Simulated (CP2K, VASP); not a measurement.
Given: the input of a run of CP2K 2026.2 on NiSb (Breithauptite). 

Contents of nisb_scf.inp:

```
&GLOBAL
  PROJECT nisb_scf
  RUN_TYPE ENERGY_FORCE
  PRINT_LEVEL LOW
&END GLOBAL
&FORCE_EVAL
  METHOD QS
  STRESS_TENSOR ANALYTICAL
  &DFT
    BASIS_SET_FILE_NAME BASIS_MOLOPT_UZH
    POTENTIAL_FILE_NAME POTENTIAL_UZH
    UKS T
    MULTIPLICITY 3
    &MGRID
      CUTOFF 650
      REL_CUTOFF 60
      NGRIDS 4
    &END MGRID
    &QS
      METHOD GPW
      EPS_DEFAULT 1.0E-10
    &END QS
    &KPOINTS
      SCHEME MONKHORST-PACK 8 8 5
      GAMMA_CENTERED T
      SYMMETRY T
      SYMMETRY_BACKEND SPGLIB
    &END KPOINTS
    &SCF
      SCF_GUESS ATOMIC
      EPS_SCF 1.0E-6
      MAX_SCF 150
      ADDED_MOS 20 22
      CHOLESKY OFF
      EPS_EIGVAL 1.0E-7
      &DIAGONALIZATION ON
        ALGORITHM STANDARD
      &END DIAGONALIZATION
      &MIXING ON
        METHOD BROYDEN_MIXING
        ALPHA 0.2
        BETA 1.5
        NBUFFER 10
      &END MIXING
      &SMEAR ON
        METHOD FERMI_DIRAC
        ELECTRONIC_TEMPERATURE 580.23
      &END SMEAR
    &END SCF
    &XC
      &XC_FUNCTIONAL
        &GGA_X_PBE
        &END GGA_X_PBE
        &GGA_C_PBE
        &END GGA_C_PBE
      &END XC_FUNCTIONAL
    &END XC
    &PRINT
      &KPOINTS ON
      &END KPOINTS
      &MULLIKEN ON
      &END MULLIKEN
      &MO ON
        ENERGIES T
        OCCUPATION_NUMBERS T
        &EACH
          QS_SCF 0
        &END EACH
        ADD_LAST NUMERIC
      &END MO
      &LOWDIN ON
      &END LOWDIN
      &HIRSHFELD ON
        SHAPE_FUNCTION DENSITY
      &END HIRSHFELD
    &END PRINT
  &END DFT
  &SUBSYS
    &CELL
      A 3.9280000000 0.0000000000 0.0000000000
      B -1.9640000000 3.4017477861 0.0000000000
      C 0.0000000000 0.0000000000 5.1200000000
      PERIODIC XYZ
    &END CELL
    &COORD
      Sb  1.9640000002 1.1339159286 3.8400000000
      Sb  -0.0000000002 2.2678318575 1.2800000000
      Ni  0.0000000000 0.0000000000 2.5600000000
      Ni  0.0000000000 0.0000000000 0.0000000000
    &END COORD
    &KIND Sb
      BASIS_SET TZVP-MOLOPT-PBE-GTH-q5
      POTENTIAL GTH-PBE-q5
    &END KIND
    &KIND Ni
      BASIS_SET TZVP-MOLOPT-PBE-GTH-q18
      POTENTIAL GTH-PBE-q18
      MAGNETIZATION 1.0
    &END KIND
    &PRINT
      &ATOMIC_COORDINATES ON
      &END ATOMIC_COORDINATES
      &CELL ON
      &END CELL
      &SYMMETRY ON
      &END SYMMETRY
    &END PRINT
  &END SUBSYS
  &PRINT
    &FORCES ON
    &END FORCES
    &STRESS_TENSOR ON
    &END STRESS_TENSOR
  &END PRINT
&END FORCE_EVAL
```

Potentials or basis: POTENTIAL_UZH Sb GTH-PBE-q5, Ni GTH-PBE-q18; TZVP-MOLOPT-PBE-GTH basis.

Command:

```console
$ OMP_NUM_THREADS=1 cp2k.psmp -i nisb_scf.inp -o nisb_scf.out
```

Q: Translate it to VASP 6.6.1. Potentials or basis there: PBE PAW files Ni, Sb, 520 eV.

A: As run (cutoffs and basis follow the program's own potentials, and thresholds, step limits or extra output files can differ):

The input INCAR:

```
SYSTEM = NiSb
PREC = Accurate
ENCUT = 520
EDIFF = 1E-7
ISMEAR = -1
SIGMA = 0.05
LREAL = .FALSE.
LASPH = .TRUE.
NELM = 150
ALGO = Normal
ISIF = 2
LWAVE = .FALSE.
LCHARG = .FALSE.
ISPIN = 2
MAGMOM = 0 0 1 1
LORBIT = 11
LMAXMIX = 4
GGA = PE
NBANDS = 27
```

File KPOINTS:

```
regular mesh
0
G
  8 8 5
  0 0 0
```

The input POSCAR:

```
NiSb
1.0
    3.9280000000      0.0000000000      0.0000000000
   -1.9640000000      3.4017477861      0.0000000000
    0.0000000000      0.0000000000      5.1200000000
Sb Ni
2 2
Direct
    0.6666666667      0.3333333333      0.7500000000
    0.3333333333      0.6666666667      0.2500000000
    0.0000000000      0.0000000000      0.5000000000
    0.0000000000      0.0000000000      0.0000000000
```

Potentials or basis: VASP PAW PBE potentials, release 64 (Sb, Ni).

Launch:

```sh
$ cat potpaw_PBE.64/Sb/POTCAR potpaw_PBE.64/Ni/POTCAR > POTCAR
$ mpirun -np 1 vasp_std > vasp.out
```

Both were run:

|  | CP2K | VASP |
| --- | --- | --- |
| Pressure | 6.6 GPa | 3.6 GPa |
| Net moment | 0.00 μB per cell | 0.00 μB per cell |

The potentials hold 46 and 30 valence electrons a cell.

The magnetic state is the one that the start led to; the real crystal's order can differ.

The two runs disagree by more than potentials and bases usually give (in gap, levels, pressure or energy); the cause wasn't traced.

Pressure is positive in compression.
